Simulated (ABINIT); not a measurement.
# CdSe (Cadmoselite) (P6_3mc) in ABINIT: settings compared

The runs below take CdSe (Cadmoselite) through single point, with LDA, PBE.

Program: ABINIT 10.8.3 (patched build). These are calculated values, not measurements. Logs are shortened: lines on timing, memory, paths and dates and some standing lists are left out, and cuts for length are marked. The log counts tension as positive stress, the text compression.

**Measured values to compare with.**

A printed reference work, data compilation reports, for a bulk crystal of CdSe at 2 K: band gap 1.841 eV.

The runs below are set against these values where they give the same quantity.

## (1) The crystal as given

Symmetry: P6_3mc, No. 186, hexagonal system. The conventional cell has a = 4.300 Å, b = 4.300 Å, c = 7.020 Å, α = 90.00°, β = 90.00°, γ = 120.00°. Around Cd (site symmetry 3m) lie 4 Se at 2.61 to 2.70 Å. Se (site symmetry 3m) is surrounded by 4 Cd at 2.61 to 2.70 Å.

## (2) Single point, LDA (cell relaxed)

File run.abi:

```
# Pseudopotentials
pp_dirpath "./"
pseudos "Cd_sc.hgh, Se.hgh"

# Structure
acell 4.29190893 4.2919089376 6.88663583 Angstrom
rprim
     1.0000000000     0.0000000000     0.0000000000
    -0.5000000003     0.8660254036     0.0000000000
     0.0000000000     0.0000000000     1.0000000000
ntypat 2
znucl 48 34
natom 4
typat 1 1 2 2
xred
     0.6666666700     0.3333333300     0.5028518300
     0.3333333300     0.6666666700     0.0028518300
     0.6666666700     0.3333333300     0.8821481700
     0.3333333300     0.6666666700     0.3821481700
chkprim 0
chksymtnons 0
tolsym 1.0e-6

# Plane-wave basis
ecut 26.0

# k points
kptopt 1
ngkpt 5 5 3
nshiftk 1
shiftk 0.0 0.0 0.0

# Exchange and correlation
ixc 7

# Bands and occupations
nband 22
occopt 3
tsmear 0.00183747

# SCF cycle
nstep 100
tolvrs 1.0e-10

# Output
iomode 3
prtwf 0
prtden 0
prteig 0
prtebands 0
enunit 2
```

Potentials or basis: HGH LDA semicore.

Started as:

```bash
$ abinit run.abi > log 2>&1
```

run.abo:

```text
.Version 10.8.3 of ABINIT
 Symmetries : space group P6_3 m c (#186); Bravais hP (primitive hexag.)
================================================================================
 Values of the parameters that define the memory need of the present run
     intxc =       0    ionmov =       0      iscf =       7    lmnmax =       7
     lnmax =       7     mgfft =      60  mpssoang =       3    mqgrid =    3001
     natom =       4  nloc_mem =       1    nspden =       1   nspinor =       1
    nsppol =       1      nsym =      12    n1xccc =       0    ntypat =       2
    occopt =       3   xclevel =       1
       mpw =        4734          nfft =       96000          nkpt =          10
================================================================================
================================================================================

--------------------------------------------------------------------------------
------------- Echo of variables that govern the present computation ------------
--------------------------------------------------------------------------------
 -outvars: echo values of preprocessed input variables --------
            acell      8.1105324350E+00  8.1105324494E+00  1.3013855648E+01 Bohr
              amu      1.12411000E+02  7.89600000E+01
          chkprim           0
      chksymtnons           0
             ecut      2.60000000E+01 Hartree
           enunit           2
              ixc           7
         kptrlatt        5    0    0      0    5    0      0    0    3
          kptrlen      3.90415669E+01
            natom           4
            nband          22
            ngfft          40      40      60
             nkpt          10
            nstep         100
             nsym          12
           ntypat           2
           occopt           3
           prtden           0
        prtebands           0
           prteig           0
            prtwf           0
            rprim      1.0000000000E+00  0.0000000000E+00  0.0000000000E+00
                      -5.0000000030E-01  8.6602540360E-01  0.0000000000E+00
                       0.0000000000E+00  0.0000000000E+00  1.0000000000E+00
          spgroup         186
           tolsym      1.00000000E-06
           tolvrs      1.00000000E-10
           tsmear      1.83747000E-03 Hartree
            typat      1  1  2  2
           xangst      2.1459544633E+00  1.2389673900E+00  3.4629574297E+00
                      -3.3917149054E-09  2.4779347799E+00  1.9639514659E-02
                       2.1459544633E+00  1.2389673900E+00  6.0750331949E+00
                      -3.3917149054E-09  2.4779347799E+00  2.6317152799E+00
            xcart      4.0552662143E+00  2.3413090460E+00  6.5440411277E+00
                      -6.4094122684E-09  4.6826180919E+00  3.7113303951E-02
                       4.0552662143E+00  2.3413090460E+00  1.1480148944E+01
                      -6.4094122684E-09  4.6826180919E+00  4.9732211204E+00
             xred      6.6666666667E-01  3.3333333333E-01  5.0285183000E-01
                       3.3333333333E-01  6.6666666667E-01  2.8518300000E-03
                       6.6666666667E-01  3.3333333333E-01  8.8214817000E-01
                       3.3333333333E-01  6.6666666667E-01  3.8214817000E-01
            znucl       48.00000   34.00000

================================================================================

 chkinp: Checking input parameters for consistency.

================================================================================
== DATASET  1 ==================================================================

--- !DatasetInfo
iteration_state: {dtset: 1, }
dimensions: {natom: 4, nkpt: 10, mband: 22, nsppol: 1, nspinor: 1, nspden: 1, mpw: 4734, }
cutoff_energies: {ecut:  26.0, pawecutdg:  -1.0, }
electrons: {nelect:   3.60000000E+01, charge:   0.00000000E+00, occopt:   3.00000000E+00, tsmear:   1.83747000E-03, }
meta: {optdriver: 0, ionmov: 0, optcell: 0, iscf: 7, paral_kgb: 0, }
...

 Exchange-correlation functional for the present dataset will be:
  LDA: Perdew-Wang 92 LSD fit to Ceperley-Alder data - ixc=7
  J.P.Perdew and Y.Wang, PRB 45, 13244 (1992)

 Real(R)+Recip(G) space primitive vectors, cartesian coordinates (Bohr,Bohr^-1):
 R(1)=  8.1105324  0.0000000  0.0000000  G(1)=  0.1232965  0.0711852  0.0000000
 R(2)= -4.0552662  7.0239271  0.0000000  G(2)=  0.0000000  0.1423705  0.0000000
 R(3)=  0.0000000  0.0000000 13.0138556  G(3)=  0.0000000  0.0000000  0.0768412
 Unit cell volume ucvol=  7.4137058E+02 bohr^3
 Angles (23,13,12)=  9.00000000E+01  9.00000000E+01  1.20000000E+02 degrees

 getcut: wavevector=  0.0000  0.0000  0.0000  ngfft=  40  40  60
         ecut(hartree)=     26.000   => boxcut(ratio)=   2.00860

--- Pseudopotential description ------------------------------------------------
- pspini: atom type   1  psp file is ./Cd_sc.hgh
    3    1    2    0      2001   0.00000      pspcod,pspxc,lmax,lloc,mmax,r2well

 pspatm : COMMENT -
  the projectors are not normalized,
  so that the KB energies are not consistent with
  definition in PRB44, 8503 (1991).
  However, this does not influence the results obtained hereafter.

- pspini: atom type   2  psp file is ./Se.hgh
    3    1    2    0      2001   0.00000      pspcod,pspxc,lmax,lloc,mmax,r2well

 pspatm : COMMENT -
  the projectors are not normalized,
  so that the KB energies are not consistent with
  definition in PRB44, 8503 (1991).
  However, this does not influence the results obtained hereafter.

   2.79770566E+03                                ecore*ucvol(ha*bohr**3)
--------------------------------------------------------------------------------

================================================================================

--- !BeginCycle
iteration_state: {dtset: 1, }
solver: {iscf: 7, nstep: 100, nline: 4, wfoptalg: 0, }
tolerances: {tolvrs: 1.00E-10, }
...

     iter   Etot(hartree)      deltaE(h)  residm     vres2
 ETOT  1  -109.01106510113    -1.090E+02 4.409E-01 4.926E+03
 ETOT  2  -110.75576416075    -1.745E+00 8.412E-03 5.002E+02
 ETOT  3  -110.95720201144    -2.014E-01 5.455E-03 5.762E+01
 ETOT  4  -110.96985663971    -1.265E-02 4.676E-04 1.773E+00
 ETOT  5  -110.97026980061    -4.132E-04 6.889E-05 1.628E-01
 ETOT  6  -110.97031157828    -4.178E-05 1.112E-04 1.964E-02
 ETOT  7  -110.97031653708    -4.959E-06 1.598E-04 3.970E-04
 ETOT  8  -110.97031659308    -5.600E-08 1.204E-04 1.251E-04
 ETOT  9  -110.97031662603    -3.296E-08 1.265E-04 5.973E-06
 ETOT 10  -110.97031662757    -1.532E-09 6.373E-05 3.092E-08
 ETOT 11  -110.97031662757    -1.904E-12 5.801E-05 6.711E-10
 ETOT 12  -110.97031662757    -1.336E-12 2.463E-05 2.084E-11

 At SCF step   12       vres2   =  2.08E-11 < tolvrs=  1.00E-10 =>converged.

 Cartesian components of stress tensor (hartree/bohr^3)
  sigma(1 1)=  1.47051307E-03  sigma(3 2)=  0.00000000E+00
  sigma(2 2)=  1.47051305E-03  sigma(3 1)=  0.00000000E+00
  sigma(3 3)=  1.44340691E-03  sigma(2 1)=  8.98003072E-12

--- !ResultsGS
iteration_state: {dtset: 1, }
comment   : Summary of ground state results
lattice_vectors:
- [  8.1105324,   0.0000000,   0.0000000, ]
- [ -4.0552662,   7.0239271,   0.0000000, ]
- [  0.0000000,   0.0000000,  13.0138556, ]
lattice_lengths: [   8.11053,    8.11053,   13.01386, ]
lattice_angles: [ 90.000,  90.000, 120.000, ] # degrees, (23, 13, 12)
lattice_volume:   7.4137058E+02
convergence: {deltae: -1.336E-12, res2:  2.084E-11, residm:  2.463E-05, diffor: null, }
etotal    :  -1.10970317E+02
entropy   :   0.00000000E+00
fermie    :   1.00910487E-01
cartesian_stress_tensor: # hartree/bohr^3
- [  1.47051307E-03,   8.98003072E-12,   0.00000000E+00, ]
- [  8.98003072E-12,   1.47051305E-03,   0.00000000E+00, ]
- [  0.00000000E+00,   0.00000000E+00,   1.44340691E-03, ]
pressure_GPa:  -4.2998E+01
xred      :
- [  6.6667E-01,   3.3333E-01,   5.0285E-01, Cd]
- [  3.3333E-01,   6.6667E-01,   2.8518E-03, Cd]
- [  6.6667E-01,   3.3333E-01,   8.8215E-01, Se]
- [  3.3333E-01,   6.6667E-01,   3.8215E-01, Se]
cartesian_forces: # hartree/bohr
- [ -1.69980746E-26,   3.92553717E-26,   2.90475515E-05, ]
- [ -0.00000000E+00,  -1.07952272E-25,   2.90475515E-05, ]
- [  1.69980746E-26,   3.92553718E-26,  -2.90475515E-05, ]
- [ -0.00000000E+00,   2.94415288E-26,  -2.90475515E-05, ]
force_length_stats: {min:   2.90475515E-05, max:   2.90475515E-05, mean:   2.90475515E-05, }
...

 Integrated electronic density in atomic spheres:
 ------------------------------------------------
 Atom  Sphere_radius  Integrated_density
    1        2.00000          9.21821079
    2        2.00000          9.21821079
    3        2.00000          3.28191485
    4        2.00000          3.28191485
================================================================================

 ----iterations are completed or convergence reached----

 Mean square residual over all n,k,spin=   11.222E-08; max=  24.634E-06
 reduced coordinates (array xred) for    4 atoms
       0.666666666667      0.333333333333      0.502851830000
       0.333333333333      0.666666666667      0.002851830000
       0.666666666667      0.333333333333      0.882148170000
       0.333333333333      0.666666666667      0.382148170000
 rms dE/dt=  2.5084E-04; max dE/dt=  1.6386E-04; dE/dt below (all hartree)
    1       0.000000000000     -0.000000000000     -0.000592185876
    2       0.000000000000      0.000000000000     -0.000592185876
    3      -0.000000000000      0.000000000000      0.000163855409
    4       0.000000000000      0.000000000000      0.000163855409

 cartesian coordinates (angstrom) at end:
    1      2.14595446330414     1.23896738996650     3.46295742965907
    2     -0.00000000339171     2.47793477993299     0.01963951465907
    3      2.14595446330414     1.23896738996650     6.07503319489093
    4     -0.00000000339171     2.47793477993299     2.63171527989093

 cartesian forces (hartree/bohr) at end:
    1     -0.00000000000000     0.00000000000000     0.00002904755154
    2     -0.00000000000000    -0.00000000000000     0.00002904755154
    3      0.00000000000000     0.00000000000000    -0.00002904755154
    4     -0.00000000000000     0.00000000000000    -0.00002904755154
 frms,max,avg= 1.6770612E-05 2.9047552E-05   0.000E+00  0.000E+00  1.646E-05 h/b

 cartesian forces (eV/Angstrom) at end:
    1     -0.00000000000000     0.00000000000000     0.00149368515657
    2     -0.00000000000000    -0.00000000000000     0.00149368515657
    3      0.00000000000000     0.00000000000000    -0.00149368515657
    4     -0.00000000000000     0.00000000000000    -0.00149368515657
 frms,max,avg= 8.6237953E-04 1.4936852E-03   0.000E+00  0.000E+00  8.462E-04 e/A
 length scales=  8.110532435038  8.110532449400 13.013855647564 bohr
              =  4.291908930000  4.291908937600  6.886635830000 angstroms
 Fermi (or HOMO) energy (hartree) =   0.10091   Average Vxc (hartree)=  -0.33472
 Eigenvalues (hartree) for nkpt=  10  k points:
 kpt#   1, nband= 22, wtk=  0.01333, kpt=  0.0000  0.0000  0.0000 (reduced coord)
  -0.37931   -0.36383   -0.20167   -0.20167   -0.20167   -0.19933   -0.19933   -0.18784
  -0.18784   -0.18614   -0.18614   -0.17527   -0.07679    0.06089    0.06089    0.09227
   0.09227    0.09243    0.10740    0.16057    0.29927    0.29927
      occupation numbers for kpt#   1
   2.00000    2.00000    2.00000    2.00000    2.00000    2.00000    2.00000    2.00000
   2.00000    2.00000    2.00000    2.00000    2.00000    2.00000    2.00000    1.98201
   1.98201    1.98040    0.05675    0.00000    0.00000    0.00000
 prteigrs : prtvol=0 or 1, do not print more k-points.

 Fermi (or HOMO) energy (eV) =   2.74591   Average Vxc (eV)=  -9.10822
 Eigenvalues (   eV  ) for nkpt=  10  k points:
 kpt#   1, nband= 22, wtk=  0.01333, kpt=  0.0000  0.0000  0.0000 (reduced coord)
 -10.32155   -9.90026   -5.48781   -5.48772   -5.48772   -5.42402   -5.42402   -5.11136
  -5.11136   -5.06500   -5.06500   -4.76946   -2.08947    1.65681    1.65681    2.51082
   2.51082    2.51515    2.92259    4.36936    8.14353    8.14353
 prteigrs : prtvol=0 or 1, do not print more k-points.

--- !EnergyTerms
iteration_state     : {dtset: 1, }
comment             : Components of total free energy in Hartree
kinetic             :  8.21788465769611E+01
hartree             :  3.25270395821239E+01
xc                  : -1.71481706045825E+01
Ewald energy        : -8.23848095026621E+01
psp_core            :  3.77369392931738E+00
local_psp           : -9.64944341628625E+01
non_local_psp       : -3.34224680835748E+01
internal            : -1.10970302265279E+02
'-kT*entropy'       : -1.43622896534322E-05
total_energy        : -1.10970316627569E+02
total_energy_eV     : -3.01965614759159E+03
band_energy         : -5.14366483678707E+00
...

 Cartesian components of stress tensor (hartree/bohr^3)
  sigma(1 1)=  1.47051307E-03  sigma(3 2)=  0.00000000E+00
  sigma(2 2)=  1.47051305E-03  sigma(3 1)=  0.00000000E+00
  sigma(3 3)=  1.44340691E-03  sigma(2 1)=  8.98003072E-12

-Cartesian components of stress tensor (GPa)         [Pressure= -4.2998E+01 GPa]
- sigma(1 1)=  4.32639882E+01  sigma(3 2)=  0.00000000E+00
- sigma(2 2)=  4.32639876E+01  sigma(3 1)=  0.00000000E+00
- sigma(3 3)=  4.24664974E+01  sigma(2 1)=  2.64201625E-07

== END DATASET(S) ==============================================================
================================================================================

 -outvars: echo values of variables after computation  --------
            acell      8.1105324350E+00  8.1105324494E+00  1.3013855648E+01 Bohr
           etotal     -1.1097031663E+02
            fcart     -1.6998074606E-26  3.9255371714E-26  2.9047551545E-05
                      -0.0000000000E+00 -1.0795227228E-25  2.9047551545E-05
                       1.6998074606E-26  3.9255371760E-26 -2.9047551545E-05
                      -0.0000000000E+00  2.9441528803E-26 -2.9047551545E-05
            rprim      1.0000000000E+00  0.0000000000E+00  0.0000000000E+00
                      -5.0000000030E-01  8.6602540360E-01  0.0000000000E+00
                       0.0000000000E+00  0.0000000000E+00  1.0000000000E+00
           strten      1.4705130713E-03  1.4705130509E-03  1.4434069082E-03
                       0.0000000000E+00  0.0000000000E+00  8.9800307186E-12
           xangst      2.1459544633E+00  1.2389673900E+00  3.4629574297E+00
                      -3.3917149054E-09  2.4779347799E+00  1.9639514659E-02
                       2.1459544633E+00  1.2389673900E+00  6.0750331949E+00
                      -3.3917149054E-09  2.4779347799E+00  2.6317152799E+00
             xred      6.6666666667E-01  3.3333333333E-01  5.0285183000E-01
                       3.3333333333E-01  6.6666666667E-01  2.8518300000E-03
                       6.6666666667E-01  3.3333333333E-01  8.8214817000E-01
                       3.3333333333E-01  6.6666666667E-01  3.8214817000E-01
 Calculation completed.
```

Wall time 20 s (1 thread of AMD EPYC 9R45 (Zen 5), shared host); peak memory 0.09 GiB.

Results:

```yaml
Free_energy: -3019.6561 eV
Band_gap_on_the_k_mesh: 0.41 eV, direct
Valence_electrons_inside_the_program's_atomic_spheres: Cd 9.22; Se 3.28
```

Caveat: the cutoff is too short for stress, so the log's stress isn't used; HGH potentials are hard and often keep d shells in the core, so these values are rough.

(Part 1 of 2 ends here.)
